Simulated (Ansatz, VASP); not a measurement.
# Two plane-wave programs on Pb

```
CELL_PARAMETERS angstrom
-1.97966 1.97966 1.97966
1.97966 -1.97966 1.97966
1.97966 1.97966 -1.97966
ATOMIC_POSITIONS crystal
Pb 0.00000 0.00000 0.00000
```

This isn't the form of Pb at room conditions, which is fcc.

Alike in both runs: task single point; functional PBE; k mesh 9 × 9 × 9; occupations gaussian, width 0.018 eV; no spin polarisation.

|  | VASP | Ansatz |
| --- | --- | --- |
| version | VASP 6.6.1 | Ansatz 0.2.0 |
| potentials or method | VASP PAW PBE potentials, release 64 (Pb_d) | Ansatz PAW |
| plane-wave cutoff (eV) | 520 | 420 |
| valence electrons in the cell | 14 | 14 |

```csv
,VASP,Ansatz,Ansatz less VASP
gap on the k mesh at the Fermi level (eV),none,none,-
pressure (GPa),0.7,0.7,+0.03
```

A gap of «none» marks a metal or a gap that the smearing closes.

Spin-orbit coupling is left out, which matters for the levels of Pb.
